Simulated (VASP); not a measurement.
# Lu (Im-3m) in VASP: further runs, part 2 of 2

VASP 6.6.1. Earlier steps stand in the parts before.

**4. Single point, PBE (volume scaled by 1.06)**

INCAR

```
PREC = Accurate
ENCUT = 520
EDIFF = 1E-7
ISMEAR = -1
SIGMA = 0.05
LREAL = False
LASPH = True
NELM = 100
ALGO = Normal
ISIF = 2
LWAVE = False
LCHARG = False
GGA = PE
NBANDS = 18
```

KPOINTS

```
regular mesh
0
Gamma
  10 10 10
```

POSCAR

```
Lu
1.0
   -1.9924326645      1.9924326645      1.9924326645
    1.9924326645     -1.9924326645      1.9924326645
    1.9924326645      1.9924326645     -1.9924326645
Lu
1
Direct
    0.0000000000      0.0000000000      0.0000000000
```

Potentials or basis: VASP PAW PBE potentials, release 64 (Lu).

Command:

```bash
cat potpaw_PBE.64/Lu/POTCAR > POTCAR
mpirun -np 1 vasp_std > vasp.out
```

OUTCAR:

```text
PREC = Accurate
   ENCUT = 520
   EDIFF = 1E-7
   ISMEAR = -1
   LREAL = False
   LASPH = True
   NELM = 100
   ISIF = 2
   GGA = PE

 ion  position               nearest neighbor table
   1  0.000  0.000  0.000-

  LATTYP: Found a body centered cubic cell.
 ALAT       =     3.9848653290

  Lattice vectors:

 A1 = (  -1.9924326645,   1.9924326645,   1.9924326645)
 A2 = (   1.9924326645,  -1.9924326645,   1.9924326645)
 A3 = (   1.9924326645,   1.9924326645,  -1.9924326645)

Analysis of symmetry for initial positions (statically):
=====================================================================
 Subroutine PRICEL returns:
 Original cell was already a primitive cell.

 Routine SETGRP: Setting up the symmetry group for a
 body centered cubic supercell.

 Subroutine GETGRP returns: Found 48 space group operations
 (whereof 48 operations were pure point group operations)
 out of a pool of 48 trial point group operations.

The static configuration has the point symmetry O_h .

Analysis of symmetry for dynamics (positions and initial velocities):
=====================================================================
 Subroutine PRICEL returns:
 Original cell was already a primitive cell.

 Routine SETGRP: Setting up the symmetry group for a
 body centered cubic supercell.

 Subroutine GETGRP returns: Found 48 space group operations
 (whereof 48 operations were pure point group operations)
 out of a pool of 48 trial point group operations.

The dynamic configuration has the point symmetry O_h .

 Subroutine INISYM returns: Found 48 space group operations
 (whereof 48 operations are pure point group operations),
 and found     1 'primitive' translations

----------------------------------------------------------------------------------------

                                     Primitive cell

  volume of cell :      31.6381

  direct lattice vectors                    reciprocal lattice vectors
    -1.992432664  1.992432664  1.992432664     0.000000000  0.250949510  0.250949510
     1.992432664 -1.992432664  1.992432664     0.250949510  0.000000000  0.250949510
     1.992432664  1.992432664 -1.992432664     0.250949510  0.250949510  0.000000000

  length of vectors
     3.450994606  3.450994606  3.450994606     0.354896200  0.354896200  0.354896200

  position of ions in fractional coordinates (direct lattice)
     0.000000000  0.000000000  0.000000000

  ion indices of the primitive-cell ions
   primitive index   ion index
                 1           1

----------------------------------------------------------------------------------------

 KPOINTS: regular mesh

Automatic generation of k-mesh.
 Grid dimensions read from file:
 generate k-points for:   10   10   10

 Generating k-lattice:

  Cartesian coordinates                     Fractional coordinates (reciprocal lattice)
     0.000000000  0.025094951  0.025094951     0.100000000  0.000000000  0.000000000
     0.025094951  0.000000000  0.025094951     0.000000000  0.100000000  0.000000000
     0.025094951  0.025094951  0.000000000     0.000000000  0.000000000  0.100000000

  Length of vectors
     0.035489620  0.035489620  0.035489620

  Shift w.r.t. Gamma in fractional coordinates (k-lattice)
     0.000000000  0.000000000  0.000000000

 Subroutine IBZKPT returns following result:
 ===========================================

 Found     47 irreducible k-points:

 Following reciprocal coordinates:
            Coordinates               Weight
  0.000000  0.000000  0.000000      1.000000
  0.100000  0.000000  0.000000     12.000000
  0.200000  0.000000  0.000000     12.000000
  0.300000  0.000000  0.000000     12.000000
  0.400000  0.000000  0.000000     12.000000
  0.500000  0.000000  0.000000      6.000000
[... 16 lines left out ...]
  0.300000  0.300000  0.100000      8.000000
 -0.300000  0.300000  0.100000     24.000000
 [... further k-points ...]
   k-points           NKPTS =     47   k-points in BZ     NKDIM =     47   number of bands    NBANDS=     18
   number of dos      NEDOS =    301   number of ions     NIONS =      1
   total plane-waves  NPLWV =  21952
   dimension x,y,z NGX =    28 NGY =   28 NGZ =   28
   dimension x,y,z NGXF=    56 NGYF=   56 NGZF=   56
   ions per type =               1
   NGX,Y,Z   is equivalent  to a cutoff of  13.49, 13.49, 13.49 a.u.
   NGXF,Y,Z  is equivalent  to a cutoff of  26.98, 26.98, 26.98 a.u.
 SYSTEM =  unknown system
   PREC   = accura    normal or accurate (medium, high low for compatibility)
   ISTART =      0    job   : 0-new  1-cont  2-samecut
   ICHARG =      2    charge: 1-file 2-atom 10-const
   ISPIN  =      1    spin polarized calculation?
   LNONCOLLINEAR =      F non collinear calculations
   LSORBIT =      F    spin-orbit coupling
   LASPH  =      T    aspherical Exc in radial PAW
   ENCUT  =  520.0 eV  38.22 Ry    6.18 a.u.   6.42  6.42  6.42*2*pi/ulx,y,z
   NELM   =    100;   NELMIN=  2; NELMDL= -5     # of ELM steps
   EDIFF  = 0.1E-06   stopping-criterion for ELM
   LREAL  =      F    real-space projection
   EDIFFG = 0.1E-05   stopping-criterion for IOM
   NSW    =      0    number of steps for IOM
   IBRION =     -1    ionic relax: 0-MD 1-quasi-New 2-CG
   NFREE  =      0    steps in history (QN), initial steepest desc. (CG)
   ISIF   =      2    stress and relaxation
   ISYM   =      2    0-nonsym 1-usesym 2-fastsym
   POTIM  = 0.5000    time-step for ionic-motion
   TEBEG  =    0.0;   TEEND  =   0.0 temperature during run
   PSTRESS=    0.0 pullay stress
   NELECT =      25.0000    total number of electrons
   NUPDOWN=      -1.0000    fix difference up-down
   EMIN   =  10.00;   EMAX   =-10.00  energy-range for DOS
   EFERMI =   0.00;   METHOD = LEGACY
   ISMEAR =    -1;   SIGMA  =   0.05  broadening in eV -4-tet -1-fermi 0-gaus
   EFERMI_NEDOS =   21; number of points for ismear=-14 and -15
   IALGO  =     38    algorithm
   IMIX   =      4    mixing-type and parameters
     AMIX     =   0.40;   BMIX     =  1.00
     AMIX_MAG =   1.60;   BMIX_MAG =  1.00
  volume/ion in A,a.u.               =      31.64       213.50
  Fermi-wavevector in a.u.,A,eV,Ry     =   1.513507  2.860114 31.166924  2.290704
  Thomas-Fermi vector in A             =   2.623289
   LORBIT       =      0    0 simple, 1 ext, 2 COOP (PROOUT), +10 PAW based schemes
   GGA     = PE    functional components
   LHFCALC =     F    Hartree Fock is set to
   AEXX    =    0.0000 exact exchange contribution
   IVDW    =     0    specifies the selected vdW correction
   LEPSILON=     F    determine dielectric tensor
   LRPA    =     F    only Hartree local field effects (RPA)
 non-spin polarized calculation
  energy-cutoff  :      520.00
  volume of cell :       31.64
 maximum number of plane-waves:       887
 NGX is ok and might be reduce to    28

 number of electron      25.0000008 magnetization

 Free energy of the ion-electron system (eV)
  ---------------------------------------------------
  ext. energy  EPLUGINS =         0.00000000
  ---------------------------------------------------
  free energy    TOTEN  =        -4.37336059 eV

  energy without entropy =       -4.35270697  energy(sigma->0) =       -4.36303378

 E-fermi :   2.0386     XC(G=0): -10.2879

 val. band max:        2.0098233067   @ k =   0.3000   0.2000  -0.0000
 cond. band min:       2.0508256607   @ k =  -0.3000   0.3000   0.3000
 fundamental gap:      0.0410023540
 Fermi energy:         2.0385951783

 k-point     1 :       0.0000    0.0000    0.0000
  band No.  band energies     occupation
      1     -54.5560      2.00000
      2     -25.0148      2.00000
      3     -25.0148      2.00000
      4     -25.0148      2.00000
      5      -3.8854      2.00000
      6      -3.2725      2.00000
[... 10 lines left out ...]
     17       6.1364      0.00000
     18      13.2944      0.00000

 k-point     2 :       0.1000    0.0000    0.0000
  band No.  band energies     occupation
      1     -54.5539      2.00000
      2     -25.0517      2.00000
      3     -25.0269      2.00000
      4     -25.0148      2.00000
      5      -3.6189      2.00000
      6      -3.2704      2.00000
[... 10 lines left out ...]
     17       6.1380      0.00000
     18      13.5275      0.00000
[... 442 lines left out ...]
 k-point    24 :      -0.3000    0.3000    0.1000
  band No.  band energies     occupation
      1     -54.5401      2.00000
      2     -25.2563      2.00000
      3     -25.1100      2.00000
      4     -25.0431      2.00000
      5      -3.2600      2.00000
      6      -3.2410      2.00000
[... 10 lines left out ...]
     17       6.7092      0.00000
     18      11.4964      0.00000

 [... further k-points ...]

------------------------ aborting loop because EDIFF is reached ----------------------------------------

  FORCE on cell =-STRESS in cart. coord.  units (eV):
  Direction    XX          YY          ZZ          XY          YZ          ZX
  --------------------------------------------------------------------------------------
  -------------------------------------------------------------------------------------
  Total       -0.4957176     -0.4957176     -0.4957176      0.0000000      0.0000000     -0.0000000
  in kB      -25.1034829    -25.1034829    -25.1034829      0.0000000      0.0000000     -0.0000000
  external PRESSURE =     -25.1034829 kB  Pullay stress =       0.0000000 kB

 VOLUME and BASIS-vectors are now :
 -----------------------------------------------------------------------------
  energy-cutoff  :      520.00
  volume of cell :       31.64
      direct lattice vectors                 reciprocal lattice vectors
    -1.992432664  1.992432664  1.992432664     0.000000000  0.250949510  0.250949510
     1.992432664 -1.992432664  1.992432664     0.250949510  0.000000000  0.250949510
     1.992432664  1.992432664 -1.992432664     0.250949510  0.250949510  0.000000000

 POSITION                                       TOTAL-FORCE (eV/Angst)
 -----------------------------------------------------------------------------------
      0.00000      0.00000      0.00000         0.000000      0.000000      0.000000
 -----------------------------------------------------------------------------------
    total drift:                               -0.000000     -0.000000     -0.000000

  FREE ENERGIE OF THE ION-ELECTRON SYSTEM (eV)
  ---------------------------------------------------
  free  energy   TOTEN  =        -4.3733605932 eV

  energy  without entropy=       -4.3527069665  energy(sigma->0) =       -4.36303378
```

stdout:

```text
POSCAR found type information on POSCAR Lu
 POSCAR found :  1 types and       1 ions
 scaLAPACK will be used
 LDA part: xc-table for (Slater+PW92), standard interpolation
 POSCAR, INCAR and KPOINTS ok, starting setup
 FFT: planning ... GRIDC
 FFT: planning ... GRID_SOFT
 FFT: planning ... GRID
 WAVECAR not read
 entering main loop
```

Wall time 13 s (1 thread of Intel Xeon 6975P-C (Granite Rapids), shared host); peak memory 0.18 GiB.

Results:

* Free energy: -4.3734 eV
* Pressure: -2.5 GPa
* Band gap on the k mesh: none (metal or under the smearing width)

**5. Single point, PBE**

INCAR

```
SYSTEM = Lu
  PREC = Accurate
  ENCUT = 520
  EDIFF = 1E-6
  ISMEAR = -1
  SIGMA = 0.05
  LREAL = .False.
  LASPH = .True.
  NELM = 80
  ALGO = Normal
  ISIF = 2
  LWAVE = .False.
  LCHARG = .False.
  GGA = PE
  NBANDS = 18
```

KPOINTS

```
regular mesh
0
Gamma
  10 10 10
  0 0 0
```

POSCAR

```
Lu
1.0
   -1.9541071088      1.9541071088      1.9541071088
    1.9541071088     -1.9541071088      1.9541071088
    1.9541071088      1.9541071088     -1.9541071088
Lu
1
Direct
    0.0000000000      0.0000000000      0.0000000000
```

Potentials or basis: VASP PAW PBE potentials, release 64 (Lu).

Command:

```bash
cat potpaw_PBE.64/Lu/POTCAR > POTCAR
mpirun -np 1 vasp_std > vasp.out
```

OUTCAR:

```text
SYSTEM = Lu
   PREC = Accurate
   ENCUT = 520
   EDIFF = 1E-6
   ISMEAR = -1
   LREAL = .False.
   LASPH = .True.
   NELM = 80
   ISIF = 2
   GGA = PE

 ion  position               nearest neighbor table
   1  0.000  0.000  0.000-

  LATTYP: Found a body centered cubic cell.
 ALAT       =     3.9082142176

  Lattice vectors:

 A1 = (  -1.9541071088,   1.9541071088,   1.9541071088)
 A2 = (   1.9541071088,  -1.9541071088,   1.9541071088)
 A3 = (   1.9541071088,   1.9541071088,  -1.9541071088)

Analysis of symmetry for initial positions (statically):
=====================================================================
 Subroutine PRICEL returns:
 Original cell was already a primitive cell.

 Routine SETGRP: Setting up the symmetry group for a
 body centered cubic supercell.

 Subroutine GETGRP returns: Found 48 space group operations
 (whereof 48 operations were pure point group operations)
 out of a pool of 48 trial point group operations.

The static configuration has the point symmetry O_h .

Analysis of symmetry for dynamics (positions and initial velocities):
=====================================================================
 Subroutine PRICEL returns:
 Original cell was already a primitive cell.

 Routine SETGRP: Setting up the symmetry group for a
 body centered cubic supercell.

 Subroutine GETGRP returns: Found 48 space group operations
 (whereof 48 operations were pure point group operations)
 out of a pool of 48 trial point group operations.

The dynamic configuration has the point symmetry O_h .

 Subroutine INISYM returns: Found 48 space group operations
 (whereof 48 operations are pure point group operations),
 and found     1 'primitive' translations

----------------------------------------------------------------------------------------

                                     Primitive cell

[... 98 lines left out ...]
   PSTRESS=    0.0 pullay stress
   NELECT =      25.0000    total number of electrons
   NUPDOWN=      -1.0000    fix difference up-down
   EMIN   =  10.00;   EMAX   =-10.00  energy-range for DOS
   EFERMI =   0.00;   METHOD = LEGACY
   ISMEAR =    -1;   SIGMA  =   0.05  broadening in eV -4-tet -1-fermi 0-gaus
   EFERMI_NEDOS =   21; number of points for ismear=-14 and -15
   IALGO  =     38    algorithm
   IMIX   =      4    mixing-type and parameters
     AMIX     =   0.40;   BMIX     =  1.00
     AMIX_MAG =   1.60;   BMIX_MAG =  1.00
  volume/ion in A,a.u.               =      29.85       201.42
  Fermi-wavevector in a.u.,A,eV,Ry     =   1.543191  2.916209 32.401456  2.381440
  Thomas-Fermi vector in A             =   2.648889
   LORBIT       =      0    0 simple, 1 ext, 2 COOP (PROOUT), +10 PAW based schemes
   GGA     = PE    functional components
   LHFCALC =     F    Hartree Fock is set to
   AEXX    =    0.0000 exact exchange contribution
   IVDW    =     0    specifies the selected vdW correction
   LEPSILON=     F    determine dielectric tensor
   LRPA    =     F    only Hartree local field effects (RPA)
 non-spin polarized calculation
  energy-cutoff  :      520.00
  volume of cell :       29.85
 maximum number of plane-waves:       818
 NGX is ok and might be reduce to    28

 number of electron      24.9999996 magnetization

 Free energy of the ion-electron system (eV)
  ---------------------------------------------------
  ext. energy  EPLUGINS =         0.00000000
  ---------------------------------------------------
  free energy    TOTEN  =        -4.38871279 eV

  energy without entropy =       -4.36963588  energy(sigma->0) =       -4.37917433

 E-fermi :   2.2737     XC(G=0): -10.5565

 val. band max:        2.2723589034   @ k =   0.2000   0.2000   0.1000
 cond. band min:       2.2911662310   @ k =   0.4000   0.2000  -0.0000
 fundamental gap:      0.0188073277
 Fermi energy:         2.2736829274

 k-point     1 :       0.0000    0.0000    0.0000
  band No.  band energies     occupation
      1     -54.1829      2.00000
      2     -24.6144      2.00000
      3     -24.6144      2.00000
      4     -24.6144      2.00000
      5      -3.8165      2.00000
      6      -2.9304      2.00000
[... 481 lines left out ...]
      5      -2.9164      2.00000
      6      -2.8941      2.00000
[... 10 lines left out ...]
     17       7.1997      0.00000
     18      12.2344      0.00000

 [... further k-points ...]
[... 5 lines left out ...]
  --------------------------------------------------------------------------------------
  -------------------------------------------------------------------------------------
  Total       -0.0210350     -0.0210350     -0.0210350      0.0000000      0.0000000      0.0000000
  in kB       -1.1291411     -1.1291411     -1.1291411      0.0000000      0.0000000      0.0000000
  external PRESSURE =      -1.1291411 kB  Pullay stress =       0.0000000 kB

 VOLUME and BASIS-vectors are now :
 -----------------------------------------------------------------------------
  energy-cutoff  :      520.00
  volume of cell :       29.85
      direct lattice vectors                 reciprocal lattice vectors
    -1.954107109  1.954107109  1.954107109     0.000000000  0.255871338  0.255871338
     1.954107109 -1.954107109  1.954107109     0.255871338  0.000000000  0.255871338
     1.954107109  1.954107109 -1.954107109     0.255871338  0.255871338  0.000000000

 POSITION                                       TOTAL-FORCE (eV/Angst)
 -----------------------------------------------------------------------------------
      0.00000      0.00000      0.00000         0.000000      0.000000      0.000000
 -----------------------------------------------------------------------------------
    total drift:                               -0.000000     -0.000000     -0.000000

  FREE ENERGIE OF THE ION-ELECTRON SYSTEM (eV)
  ---------------------------------------------------
  free  energy   TOTEN  =        -4.3887127902 eV

  energy  without entropy=       -4.3696358759  energy(sigma->0) =       -4.37917433
```

OSZICAR:

```text
N       E                     dE             d eps       ncg     rms          rms(c)
DAV:   1     0.808791737817E+02    0.80879E+02   -0.10421E+04  2158   0.467E+03
DAV:   2     0.117774055247E+01   -0.79701E+02   -0.78052E+02  1764   0.360E+02
DAV:   3    -0.429510682523E+01   -0.54728E+01   -0.54036E+01  1950   0.698E+01
DAV:   4    -0.448182947484E+01   -0.18672E+00   -0.18553E+00  2382   0.109E+01
DAV:   5    -0.448564863024E+01   -0.38192E-02   -0.38178E-02  1994   0.139E+00    0.357E+00
DAV:   6    -0.441313824834E+01    0.72510E-01   -0.19257E-01  2750   0.702E+00    0.172E+00
DAV:   7    -0.439055283795E+01    0.22585E-01   -0.38732E-02  2308   0.155E+00    0.317E-01
DAV:   8    -0.438854706606E+01    0.20058E-02   -0.48843E-03  2644   0.790E-01    0.113E-01
DAV:   9    -0.438871211087E+01   -0.16504E-03   -0.47845E-04  1976   0.261E-01    0.364E-02
DAV:  10    -0.438871179838E+01    0.31249E-06   -0.70451E-05  2348   0.848E-02    0.127E-02
DAV:  11    -0.438871279024E+01   -0.99186E-06   -0.54567E-06  1942   0.245E-02
   1 F= -.43887128E+01 E0= -.43791743E+01  d E =-.190769E-01
```

Wall time 11 s (1 thread of Intel Xeon 6975P-C (Granite Rapids), shared host); peak memory 0.18 GiB.

Results:

```
Free energy            : -4.3887 eV
Pressure               : -0.1 GPa
Band gap on the k mesh : none (metal or under the smearing width)
```

**6. Overview**

```tsv
level	spin	cell	smearing	gap on the mesh (eV)	pressure (GPa)
PBE+D4	collinear, typed start	as given	fermi-dirac 0.1 eV	none	-1.1
r2SCAN	off	as given	fermi-dirac 0.05 eV	none	-0.3
PBE	off	volume scaled by 1.06	fermi-dirac 0.05 eV	none	-2.5
PBE	off	as given	fermi-dirac 0.05 eV	none	-0.1
```

Alike in all rows: task single point; potentials or basis VASP PAW PBE potentials, release 64 (Lu); k mesh 10 × 10 × 10; cutoff (eV) 520.

Every run on the cell as given and a fine mesh finds a metal. The pressure there spans -1.1 GPa (PBE+D4) to -0.1 GPa (PBE); a positive pressure means that this level wants a larger cell, a negative one a smaller.

Caveats: spin-orbit coupling is left out, which moves the levels of the heavy elements (some runs); pairwise dispersion overbinds metals, which lowers pressure and volume (some runs); the PAW data sets were made with another functional, which shifts forces and pressure a little (some runs).

Absolute energies hang on the potentials; compare differences alone.
